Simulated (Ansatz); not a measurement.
Al3GaAs4, ordered on the zincblende lattice (P-43m) with 8 atoms a cell, relaxed with r2SCAN. The symmetry is P-43m (No. 215, cubic); conventional cell a = 5.676 Å, 22.86 Å³ an atom. Al is surrounded by 4 As at 2.46 Å; As is surrounded by 3 Al at 2.46 Å and 1 Ga at 2.46 Å; Ga is surrounded by 4 As at 2.46 Å.

```cif
data_structure
_symmetry_space_group_name_H-M 'P 1'
_symmetry_Int_Tables_number 1
_cell_length_a 5.6759
_cell_length_b 5.6759
_cell_length_c 5.6759
_cell_angle_alpha 90.000
_cell_angle_beta 90.000
_cell_angle_gamma 90.000
_cell_volume 182.86
loop_
_atom_site_label
_atom_site_type_symbol
_atom_site_fract_x
_atom_site_fract_y
_atom_site_fract_z
_atom_site_occupancy
Al1 Al 0.50000 0.00000 0.00000 1
As1 As 0.75042 0.24958 0.24958 1
Al2 Al 0.00000 0.50000 0.00000 1
As2 As 0.24958 0.75042 0.24958 1
Al3 Al 0.00000 0.00000 0.50000 1
As3 As 0.24958 0.24958 0.75042 1
Ga1 Ga 0.50000 0.50000 0.50000 1
As4 As 0.75042 0.75042 0.75042 1
```

The questions ask for values computed with Ansatz 0.2.0 on this geometry. The calculation is non-magnetic, and the structure need not be a phase that has been made.

Q: Is there a gap with PBE, and of what kind?

A: The PBE gap is indirect, 1.13 eV (Γ to R), below the direct gap of 1.30 eV at Γ.

Q: What does PBE+SOC give for the gap (4×4×4 mesh)?

A: PBE+SOC gives an indirect gap of 1.03 eV, from Γ to R; the least direct gap is 1.20 eV at Γ. The gap differs by -0.10 eV from PBE's.

Q: What does PBE0 give for the gap (4×4×4 mesh)?

A: With PBE0 the valence top lies at Γ and the conduction bottom at R, 2.51 eV higher; the smallest vertical gap, at Γ, is 2.70 eV. The gap differs by +1.38 eV from PBE's.

Q: Order these levels by the gap that they give, smallest first.
A. HSE06
B. r2SCAN
C. PBE
D. PBE0

A: C (1.13 eV), B (1.52 eV), A (1.90 eV), D (2.51 eV).

Q: Roughly how does the cost of the HSE06 run (4×4×4) compare with r2SCAN's (4×4×4)?

A: About 20 times as much (9 core-minutes against 27 core-seconds, on 4 threads of Arm Neoverse V1, on a shared host).

Q: How strongly does the crystal screen a field with clamped ions (r2SCAN)?

A: The clamped-ion dielectric constant comes out as 8.98 in all directions. Born charges, averaged over directions: Al +2.13, As -2.17, Ga +2.29 e.

Only the levels marked +SOC include spin-orbit coupling.

The meshes of the hybrids are coarse, so their gaps aren't converged to the digits shown.
